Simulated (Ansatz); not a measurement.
System: tetradymite Sb₂Te₃. Method: r²SCAN (Ansatz, an electronic-structure program, plane waves, PAW).

Task: What does this level give for the interlayer binding energy, layer repeat distance and gap between the layers?

Result: 
- interlayer binding energy = 6.1 meV/Å²
- layer repeat distance = 10.604 Å
- gap between the layers = 3.247 Å

Note: the cell comes from a level without a dispersion term, which matters for the spacing of layers, chains or molecules.

Spin–orbit coupling is not included; with these elements it can move the gap by several tenths of an eV or more.

Computed values are for the static lattice.

Cost on a shared machine: roughly 10 core-minutes.
